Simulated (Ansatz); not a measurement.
## 5-layer blue phosphorene (AA') in a perpendicular field

Aim: how the 5-layer blue phosphorene (AA') screens a field along its normal, and what the field does to its bands. A positive field points along +c.

Method: plane-wave DFT, PBE-D3(BJ), Ansatz PAW, in Ansatz 0.2.0.

## Step 1: The structure

The cell holds 10 atoms: 10 P. Its edges and angles: a = 3.280 Å, b = 3.280 Å, c = 69.000 Å, α = 90.0°, β = 90.0°, γ = 120.0°. Regions: layer 1: blue phosphorene, 2 atoms (2 P); layer 2: blue phosphorene, 2 atoms (2 P); layer 3: blue phosphorene, 2 atoms (2 P); layer 4: blue phosphorene, 2 atoms (2 P); layer 5: blue phosphorene, 2 atoms (2 P). Vacuum lies along c.

## Step 2: Relaxation

The starting cell is a guess, so the in-plane lattice and the atoms are relaxed first, with the slab cut off from its images along the normal.

input.yaml reads:

```yaml
crystal:
  lattice:
    - [3.28, 0.0, 0.0]
    - [-1.64, 2.8405633244, 0.0]
    - [0.0, 0.0, 69.0000000032]
  atoms:
    - { symbol: P, position: [0.6666666667, 0.3333333333, 0.3623188406] }
    - { symbol: P, position: [0.3333333333, 0.6666666667, 0.3802898551] }
    - { symbol: P, position: [0.3333333333, 0.6666666667, 0.4266666666] }
    - { symbol: P, position: [0.6666666667, 0.3333333333, 0.4446376812] }
    - { symbol: P, position: [0.6666666667, 0.3333333333, 0.4910144927] }
    - { symbol: P, position: [0.3333333333, 0.6666666667, 0.5089855073] }
    - { symbol: P, position: [0.3333333333, 0.6666666667, 0.5553623188] }
    - { symbol: P, position: [0.6666666667, 0.3333333333, 0.5733333334] }
    - { symbol: P, position: [0.6666666667, 0.3333333333, 0.6197101449] }
    - { symbol: P, position: [0.3333333333, 0.6666666667, 0.6376811594] }
  periodic: [true, true, false]
kpoints:
  mp_grid: { grid: [12, 12, 1] }
hamiltonian:
  xc: pbe
  dispersion: d3bj
scf:
  occupations: { method: fermi_dirac, width: 0.05 }
  convergence: { dr2_threshold: 1.0e-09 }
relax:
  f_tol: 0.004
  max_steps: 90
  cell: {}
output:
  write_potential: true
  write_density: true
  volumetric_format: npy
```

On the command line:

```
$ ansatz run input.yaml --threads 2 --pin off --max-ram 4096MiB --backend cpu --events-out ev --progress --plain --runs-dir out
```

Numbers of over 12 decimals in the logs are rounded to 6 here.

Log:

```text
Warning: relax.cell: scf.convergence.dr2_threshold = 1e-9 eV is looser than the 1.18906064225e-10 eV advised for a relaxation that steers and ends on the stress (1e-10 eV for each atom of the cell: 10, times the square of relax.cell.stress_2d_tol = 0.05 N/m over 29.0 Å (the atoms' height at the walk's start and 5 Å past either face), 1.724e-2 GPa, over a crystal's default 0.05). What an SCF threshold leaves in a stress goes as its square root, and in the free energy as the threshold itself, and one threshold admits the most on a small cell: [figures from the program's tests cut] Set scf.convergence.dr2_threshold to 1.18906064225e-10 eV or tighter. [rest of the remark cut]
Engine: ansatz 0.2.0, aarch64-unknown-linux-gnu
Pseudopotentials: kind: paw
Pseudopotential: P, paw, valence charge 5, recommended cutoff 420 eV (normal), P.paw.azcp
Functional definition: PBE
  parameter kappa = 0.804
  parameter beta = 0.066725
  exchange = pbe_x(kappa = kappa, mu = beta*pi^2/3)
  correlation = pbe_c(beta = beta)
Crystal: 10 atoms, lattice volume = 642.876 Å³
Basis set: ecut = 420 eV, 12795 PW (Γ), exchange–correlation on 48×48×960 points (8 copies of the dense FFT grid, shifted against one another)
Bands: 35, of which v1, the nominal top of the filled ones, is band 25 counted from 1 (24 counted from 0)
Symmetry: 12 space group operations
Space group: P-3m1 (ITA 164), of the structure as read, at distance tolerance 8.6e-5 Å
k-points: 19 of 144
Non-local potential: P, projectors of the file, l = 0: 2, l = 1: 2, l = 2: 2
PAW form: soft (Blöchl's): semilocal exchange-correlation on the pseudo side does not see the compensation charge
PAW one-centre angular grid: P, 110 points (default); XC on 64 Gauss nodes
Initial density: superposition of atomic densities (neutral atoms: chi_scale 0, normalization atom), corrected by the library's trained network
Initial wavefunctions: pseudopotential atomic-orbital guess
Functional: x = pbe(κ = 0.804, μ = 0.219515), c = pbe(β = 0.066725)
SCF iter   1: F=—  HF=-7558.713617 eV  |F-HF|=—  |Δ(HF+E_count)|=         —  Δρ=1.42e-3  dr2=7.80e-2  ethr=1.77e-3  ⟨swp⟩=12.6  Hψ=5516  notcnv=0  defer=1
preconditioner: auto → LDOS  [metal: Δε(μ)=0.034 eV  Ē_g=8.734 eV  σ=0.050 eV  W_gap=0.17  n_scr=38 (ndim 8)  ℏωp=10.4 eV  f_vac=0.664  D(μ)=3.24/eV (n_scr^D=20)  β→1.0]
SCF iter   2: F=—  HF=-7558.710936 eV  |F-HF|=—  |Δ(HF+E_count)|=   2.68e-3  Δρ=6.49e-4  dr2=1.38e-2  ethr=1.56e-4  ⟨swp⟩=3.6  Hψ=1396  notcnv=0  defer=33
SCF iter   3: F=—  HF=-7558.709929 eV  |F-HF|=—  |Δ(HF+E_count)|=   1.01e-3  Δρ=3.08e-4  dr2=8.02e-3  ethr=2.77e-5  ⟨swp⟩=3.5  Hψ=1338  notcnv=0  defer=33
SCF iter   4: F=—  HF=-7558.709315 eV  |F-HF|=—  |Δ(HF+E_count)|=   6.14e-4  Δρ=1.09e-4  dr2=1.44e-3  ethr=1.60e-5  ⟨swp⟩=1.9  Hψ=815  notcnv=0  defer=33
SCF iter   5: F=—  HF=-7558.709246 eV  |F-HF|=—  |Δ(HF+E_count)|=   6.93e-5  Δρ=2.52e-5  dr2=9.36e-5  ethr=2.88e-6  ⟨swp⟩=2.1  Hψ=939  notcnv=0  defer=33
SCF iter   6: F=—  HF=-7558.709230 eV  |F-HF|=—  |Δ(HF+E_count)|=   1.57e-5  Δρ=1.19e-5  dr2=6.08e-6  ethr=1.87e-7  ⟨swp⟩=2.7  Hψ=1104  notcnv=0  defer=33
SCF iter   7: F=—  HF=-7558.709228 eV  |F-HF|=—  |Δ(HF+E_count)|=   1.44e-6  Δρ=6.09e-6  dr2=1.06e-6  ethr=1.22e-8  ⟨swp⟩=3.1  Hψ=1295  notcnv=0  defer=33
SCF iter   8: F=—  HF=-7558.709182 eV  |F-HF|=—  |Δ(HF+E_count)|=   4.61e-5  Δρ=2.10e-6  dr2=1.97e-7  ethr=2.12e-9  ⟨swp⟩=2.8  Hψ=1376  notcnv=0  defer=29
SCF iter   9: F=—  HF=-7558.709182 eV  |F-HF|=—  |Δ(HF+E_count)|=   1.23e-8  Δρ=1.08e-6  dr2=4.43e-8  ethr=3.94e-10  ⟨swp⟩=3.0  Hψ=1179  notcnv=0  defer=29
SCF iter  10: F=—  HF=-7558.709182 eV  |F-HF|=—  |Δ(HF+E_count)|=   2.78e-9  Δρ=5.83e-7  dr2=4.55e-9  ethr=8.86e-11  ⟨swp⟩=2.9  Hψ=1228  notcnv=0  defer=29
SCF iter  11: F=-7558.709182 eV  HF=-7558.709182 eV  |F-HF|=1.82e-12  |Δ(HF+E_count)|=  2.76e-10  Δρ=1.67e-7  dr2=6.46e-10  ethr=2.00e-12  ⟨swp⟩=11.7  Hψ=5415  notcnv=0
SCF 1 converged in 11 iterations: F = -7558.709182 eV  dr2 = 6.46e-10
  greatest PAW one-centre occupation: 0.822 electrons in one spin orbital (limit 2), on the P atom at site 7 (counted from 0), in its partial waves of l = 0
relax step   1: F+E_penalty+E_count = -7558.70918234 eV  Δ(F+E_penalty+E_count) = +0.000e0 eV  max|allowed force component| = 4.321e-1 eV/Å  Δτ_max = 0.0000 Å  P = -2.414 N/m  Ω = 642.876 Å³  fix = [c, alpha, beta]  reactions: c +0.000 N/m  (11 SCF iters, accepted)
Crystal: 10 atoms, lattice volume = 643.305 Å³
Basis set: ecut = 420 eV, 12819 PW (Γ), exchange–correlation on 48×48×960 points (8 copies of the dense FFT grid, shifted against one another)
Initial density: handed on by an earlier stage of this run
Initial wavefunctions: those handed on with the density
iter 1 solved again at ethr=2.27e-4 eV; its pass at ethr=3.10e-3 eV (dr2=1.13e-1 eV) is discarded
SCF iter   1: F=—  HF=-7558.820477 eV  |F-HF|=—  |Δ(HF+E_count)|=         —  Δρ=5.61e-3  dr2=1.14e-1  ethr=2.27e-4  ⟨swp⟩=2.8  Hψ=5978  notcnv=0
preconditioner: auto → LDOS  [metal: Δε(μ)=0.054 eV  Ē_g=8.784 eV  σ=0.050 eV  W_gap=0.25  n_scr=38 (ndim 8)  ℏωp=10.4 eV  f_vac=0.656  D(μ)=2.57/eV (n_scr^D=18)  β→1.0]
SCF iter   2: F=—  HF=-7558.826386 eV  |F-HF|=—  |Δ(HF+E_count)|=   5.91e-3  Δρ=1.35e-3  dr2=6.22e-2  ethr=2.27e-4  ⟨swp⟩=3.3  Hψ=1422  notcnv=0  defer=1
SCF iter   3: F=—  HF=-7558.823146 eV  |F-HF|=—  |Δ(HF+E_count)|=   3.24e-3  Δρ=1.07e-3  dr2=5.29e-2  ethr=1.24e-4  ⟨swp⟩=3.7  Hψ=1678  notcnv=0
SCF iter   4: F=—  HF=-7558.817242 eV  |F-HF|=—  |Δ(HF+E_count)|=   5.90e-3  Δρ=5.20e-4  dr2=1.24e-2  ethr=1.06e-4  ⟨swp⟩=1.9  Hψ=764  notcnv=0
SCF iter   5: F=—  HF=-7558.816388 eV  |F-HF|=—  |Δ(HF+E_count)|=   8.53e-4  Δρ=7.12e-5  dr2=8.92e-5  ethr=2.48e-5  ⟨swp⟩=2.0  Hψ=894  notcnv=0
SCF iter   6: F=—  HF=-7558.816426 eV  |F-HF|=—  |Δ(HF+E_count)|=   3.77e-5  Δρ=2.55e-5  dr2=3.86e-5  ethr=1.78e-7  ⟨swp⟩=3.0  Hψ=1507  notcnv=0
SCF iter   7: F=—  HF=-7558.816426 eV  |F-HF|=—  |Δ(HF+E_count)|=   3.55e-7  Δρ=1.42e-5  dr2=1.72e-5  ethr=7.72e-8  ⟨swp⟩=1.9  Hψ=852  notcnv=0
SCF iter   8: F=—  HF=-7558.816423 eV  |F-HF|=—  |Δ(HF+E_count)|=   3.47e-6  Δρ=3.69e-6  dr2=4.33e-7  ethr=3.45e-8  ⟨swp⟩=2.3  Hψ=876  notcnv=0
SCF iter   9: F=—  HF=-7558.816376 eV  |F-HF|=—  |Δ(HF+E_count)|=   4.73e-5  Δρ=1.54e-6  dr2=1.38e-7  ethr=8.65e-10  ⟨swp⟩=3.3  Hψ=1426  notcnv=0
SCF iter  10: F=—  HF=-7558.816376 eV  |F-HF|=—  |Δ(HF+E_count)|=   7.74e-9  Δρ=9.24e-7  dr2=5.70e-8  ethr=2.76e-10  ⟨swp⟩=1.6  Hψ=788  notcnv=0
SCF iter  11: F=—  HF=-7558.816376 eV  |F-HF|=—  |Δ(HF+E_count)|=   4.20e-9  Δρ=1.75e-7  dr2=1.42e-9  ethr=1.14e-10  ⟨swp⟩=2.2  Hψ=937  notcnv=0
[...]
relax step   5: F+E_penalty+E_count = -7559.10773046 eV  Δ(F+E_penalty+E_count) = -6.634e-2 eV  max|allowed force component| = 1.310e-1 eV/Å  Δτ_max = 0.1928 Å  P = -0.156 N/m  Ω = 631.655 Å³  energy of the carried Pulay correction = +4.626e-4 eV  fix = [c, alpha, beta]  reactions: c -0.000 N/m  (10 SCF iters, accepted)
relax step   6: F+E_penalty+E_count = -7559.14571902 eV  Δ(F+E_penalty+E_count) = -3.799e-2 eV  max|allowed force component| = 1.297e-1 eV/Å  Δτ_max = 0.1923 Å  P = +0.831 N/m  Ω = 628.295 Å³  energy of the carried Pulay correction = +6.027e-4 eV  fix = [c, alpha, beta]  reactions: c +0.000 N/m  (10 SCF iters, accepted)
relax step   7: F+E_penalty+E_count = -7559.15955778 eV  Δ(F+E_penalty+E_count) = -1.384e-2 eV  max|allowed force component| = 2.705e-1 eV/Å  Δτ_max = 0.2000 Å  P = +0.748 N/m  Ω = 629.976 Å³  energy of the carried Pulay correction = +5.325e-4 eV  fix = [c, alpha, beta]  reactions: c +0.000 N/m  (10 SCF iters, accepted)
relax step   8: F+E_penalty+E_count = -7559.17349929 eV  Δ(F+E_penalty+E_count) = -1.394e-2 eV  max|allowed force component| = 1.411e-1 eV/Å  Δτ_max = 0.1901 Å  P = +0.574 N/m  Ω = 629.613 Å³  energy of the carried Pulay correction = +5.476e-4 eV  fix = [c, alpha, beta]  reactions: c +0.000 N/m  (10 SCF iters, accepted)
relax step   9: F+E_penalty+E_count = -7559.17772526 eV  Δ(F+E_penalty+E_count) = -4.226e-3 eV  max|allowed force component| = 1.071e-1 eV/Å  Δτ_max = 0.1306 Å  P = +0.234 N/m  Ω = 629.034 Å³  energy of the carried Pulay correction = +5.718e-4 eV  fix = [c, alpha, beta]  reactions: c +0.000 N/m  (9 SCF iters, accepted)
relax step  10: F+E_penalty+E_count = -7559.17902439 eV  Δ(F+E_penalty+E_count) = -1.299e-3 eV  max|allowed force component| = 8.284e-3 eV/Å  Δτ_max = 0.0173 Å  P = +0.106 N/m  Ω = 630.058 Å³  energy of the carried Pulay correction = +5.291e-4 eV  fix = [c, alpha, beta]  reactions: c +0.000 N/m  (8 SCF iters, accepted)
relax step  11: F+E_penalty+E_count = -7559.17904999 eV  Δ(F+E_penalty+E_count) = -2.560e-5 eV  max|allowed force component| = 4.025e-3 eV/Å  Δτ_max = 0.0085 Å  P = +0.022 N/m  Ω = 630.308 Å³  energy of the carried Pulay correction = +5.187e-4 eV  fix = [c, alpha, beta]  reactions: c +0.000 N/m  (9 SCF iters, accepted)
relax step  12: F+E_penalty+E_count = -7559.17905027 eV  Δ(F+E_penalty+E_count) = -2.806e-7 eV  max|allowed force component| = 5.595e-4 eV/Å  Δτ_max = 0.0027 Å  P = -0.001 N/m  Ω = 630.360 Å³  energy of the carried Pulay correction = +5.165e-4 eV  fix = [c, alpha, beta]  reactions: c -0.000 N/m  (7 SCF iters, accepted)
Initial wavefunctions: pseudopotential atomic-orbital guess (no wavefunctions were taken with the density)
iter 1 solved again at ethr=1.18e-7 eV; its pass at ethr=3.10e-3 eV (dr2=5.92e-5 eV) is discarded
SCF iter   1: F=—  HF=-7559.178688 eV  |F-HF|=—  |Δ(HF+E_count)|=         —  Δρ=7.76e-6  dr2=3.61e-8  ethr=1.18e-7  ⟨swp⟩=6.2  Hψ=8729  notcnv=0
SCF iter   2: F=—  HF=-7559.178634 eV  |F-HF|=—  |Δ(HF+E_count)|=   5.40e-5  Δρ=3.97e-6  dr2=9.06e-9  ethr=7.22e-11  ⟨swp⟩=4.6  Hψ=2175  notcnv=0
SCF iter   3: F=—  HF=-7559.178634 eV  |F-HF|=—  |Δ(HF+E_count)|=   1.04e-7  Δρ=5.20e-7  dr2=5.93e-9  ethr=1.81e-11  ⟨swp⟩=2.4  Hψ=1203  notcnv=0
SCF iter   4: F=-7559.178634 eV  HF=-7559.178634 eV  |F-HF|=6.78e-10  |Δ(HF+E_count)|=  2.38e-10  Δρ=1.81e-7  dr2=6.54e-10  ethr=2.00e-12  ⟨swp⟩=12.7  Hψ=6328  notcnv=0
SCF 13 converged in 4 iterations: F = -7559.178634 eV  dr2 = 6.54e-10
relax step  13: F+E_penalty+E_count = -7559.17863401 eV  Δ(F+E_penalty+E_count) = +4.163e-4 eV  max|allowed force component| = 6.105e-4 eV/Å  Δτ_max = 0.0000 Å  P = -0.017 N/m  Ω = 630.360 Å³  fix = [c, alpha, beta]  reactions: c -0.000 N/m  stress off target by 1.67e-2 N/m on what of the cell is left free  SCF on the basis re-selected at this cell (its energy is not comparable with the rows above)  (4 SCF iters)
basis re-selected at this cell: Δ(F+E_penalty+E_count) = +4.163e-4 eV, ΔP = -0.016 N/m vs the last step (what re-selecting the basis moved, of the pressure what is left beyond the Pulay correction that the steps carried, after the strain that the cell walked since its last selection, with what the two solves' SCF thresholds leave and, on support functions, any second-order correction that the steps lacked; it is no m [...]
SCF converged after 4 iterations
Free energy (F): -7559.178634 eV
Harris-Foulkes:  -7559.178634 eV  (|F-HF|=6.78e-10)
Internal energy: -7559.178630 eV  (E = F + TS)
E sigma→0 (E₀):  -7559.178632 eV
Entropy (-TS):   -0.000004 eV (-0.000 meV/atom)
Fermi energy:    -5.006796 eV
--- Per-component energies (eV) ---
  E_band       = -570.914765
  E_kinetic    = 697.529464
  E_local      = -218755.487313  (includes V_loc(G=0)·N_el)
  E_nonlocal   = 340.407346
  E_hartree    = 108912.169629
  E_xc         = -610.991672
  E_vxc        = -602.226861  (∫ρ·V_xc dr)
  E_paw        = -5693.496106  (= ΣΔE_a)
  E_vpaw       = -75.469517  (= ΣTr[D̂ρ^β])
  E_aug_tail   = 0.000033  (compensation charges beyond the density's cutoff)
  E_ewald      = 107553.401106
  E_disp       = -2.711117  (pairwise vdW)
  E_smearing   = -0.000004  (= −TS)
  E_closure    = 0.000000  (closes the sum)
  Σ components = -7559.178634   (vs F -7559.178634, Δ=0.00e0)
--- Forces (eV/Å), atoms counted from 1 ---
  atom   1  P     -0.00000000    -0.00000000    -0.00059232
  atom   2  P     -0.00000000     0.00000000     0.00061051
  atom   3  P      0.00000000     0.00000000    -0.00023447
  atom   4  P     -0.00000000    -0.00000000     0.00018500
  atom   5  P     -0.00000000    -0.00000000     0.00006566
  atom   6  P      0.00000000     0.00000000    -0.00006566
  atom   7  P      0.00000000     0.00000000    -0.00018500
  atom   8  P     -0.00000000    -0.00000000     0.00023447
  atom   9  P     -0.00000000    -0.00000000    -0.00061051
  atom  10  P      0.00000000     0.00000000     0.00059232
  max |Σ_I F_I| component: 7.40e-17 eV/Å
--- 2D stress c σ (N/m, compression-positive) ---
       -0.016658      -0.000000       0.000000
       -0.000000      -0.016658      -0.000000
        0.000000      -0.000000      -0.000000
  P = ½ c Tr σ = -0.0167 N/m
--- Band table (eV; the first three rows and the last of 19) ---
  k-point 0: bands = [... 21 lower, -6.1873, -6.1873, -6.1819, -5.7721, -2.2003, -2.2003, -2.1850, -2.1850, ... 6 higher]
  k-point 1: bands = [... 21 lower, -6.4467, -6.4460, -6.1178, -5.7223, -2.5187, -2.4969, -2.4715, -2.4494, ... 6 higher]
  k-point 2: bands = [... 21 lower, -6.8364, -6.4176, -5.9748, -5.6181, -3.2435, -3.2093, -3.1663, -3.1240, ... 6 higher]
  k-point 18: bands = [... 21 lower, -7.7233, -7.7233, -7.6835, -7.6835, -4.3620, -4.2498, -4.0985, -3.9449, ... 6 higher]
  the weakly bound empty levels are not read free of the cell's end (no_gap_told)
--- Relaxed structure (12 steps of the walk, 12 accepted, 1 SCFs on fresh bases) ---
  F+E_penalty+E_count = -7559.17863401 eV   max|allowed force component| = 6.105e-4 eV/Å   (the final SCF, on the basis selected at the relaxed cell)
  cell:  # Å, volume = 630.3600 Å³
    - [3.247914, 0, 0]
    - [-1.623957, 2.812776, 0]
    - [0, 0, 69.0000000032]
  atoms:
    - { symbol: P, position: [0.666667, 0.333333, 0.341633] }
    - { symbol: P, position: [0.333333, 0.666667, 0.359703] }
    - { symbol: P, position: [0.333333, 0.666667, 0.416381] }
    - { symbol: P, position: [0.666667, 0.333333, 0.434448] }
    - { symbol: P, position: [0.666667, 0.333333, 0.490966] }
    - { symbol: P, position: [0.333333, 0.666667, 0.509034] }
    - { symbol: P, position: [0.333333, 0.666667, 0.565552] }
    - { symbol: P, position: [0.666667, 0.333333, 0.583619] }
    - { symbol: P, position: [0.666667, 0.333333, 0.640297] }
    - { symbol: P, position: [0.333333, 0.666667, 0.658367] }
```

Run time: 3 min. Hardware: 2 threads of Arm Neoverse V2, shared host; peak memory 0.94 GiB; 6.1 min of CPU time.

The steps of the relaxation:

```csv
step,energy less that of the first step (eV),largest force component (eV/Å),volume (Å³)
1,0.0000,0.4321,642.88
2,-0.1072,0.1570,643.30
3,-0.2204,0.2142,640.26
4,-0.3322,0.1376,635.85
5,-0.3985,0.1310,631.66
6,-0.4365,0.1297,628.30
7,-0.4504,0.2705,629.98
8,-0.4643,0.1411,629.61
9,-0.4685,0.1071,629.03
10,-0.4698,0.0083,630.06
11,-0.4699,0.0040,630.31
12,-0.4699,0.0006,630.36
13*,-0.4695,0.0006,630.36
```

Relaxation steps marked * repeat the geometry before them on a plane-wave basis chosen anew for their cell, so energy and pressure can jump there.

Forces are held to the 12 operations that the run works with; a distortion that breaks them can't arise in this run.

```csv
cell as run,before,after,change
a (Å),3.280,3.248,-1.0 %
b (Å),3.280,3.248,-1.0 %
```

The atoms that moved most (Å, along periodic axes as changes of fractional coordinates times the final cell, across vacuum about the mean position):

```csv
atom,dx,dy,dz,length
P10,0.000,0.000,1.427,1.427
P1,0.000,0.000,-1.427,1.427
P9,0.000,0.000,1.421,1.421
P2,0.000,0.000,-1.421,1.421
P3,0.000,0.000,-0.710,0.710
P8,0.000,0.000,0.710,0.710
P4,0.000,0.000,-0.703,0.703
P7,0.000,0.000,0.703,0.703
```

The relaxed structure:

```cif
data_structure
_symmetry_space_group_name_H-M 'P 1'
_symmetry_Int_Tables_number 1
_cell_length_a 3.2479
_cell_length_b 3.2479
_cell_length_c 69.0000
_cell_angle_alpha 90.000
_cell_angle_beta 90.000
_cell_angle_gamma 120.000
_cell_volume 630.36
loop_
_atom_site_label
_atom_site_type_symbol
_atom_site_fract_x
_atom_site_fract_y
_atom_site_fract_z
_atom_site_occupancy
P1 P 0.66667 0.33333 0.34163 1
P2 P 0.33333 0.66667 0.35970 1
P3 P 0.33333 0.66667 0.41638 1
P4 P 0.66667 0.33333 0.43445 1
P5 P 0.66667 0.33333 0.49097 1
P6 P 0.33333 0.66667 0.50903 1
P7 P 0.33333 0.66667 0.56555 1
P8 P 0.66667 0.33333 0.58362 1
P9 P 0.66667 0.33333 0.64030 1
P10 P 0.33333 0.66667 0.65837 1
```

The lattice constant a goes from 3.280 to 3.248 Å.

(Continued in part 2 of 2.)

[Logs are printed without paths, hosts, clocks, repeated set-up lines and the standing remarks that a program may print on its own settings, such as how far it seeks lower states.]

[Hosts, paths, dates, database ids (printed as entryN), source tags and the programs' standing remarks are cut or masked in the printed files.]

[Maps of the electrostatic potential energy from Ansatz leave out the sawtooth potential of an applied field or a dipole correction, so their vacuum need not be flat; planar profiles and work functions include it.]
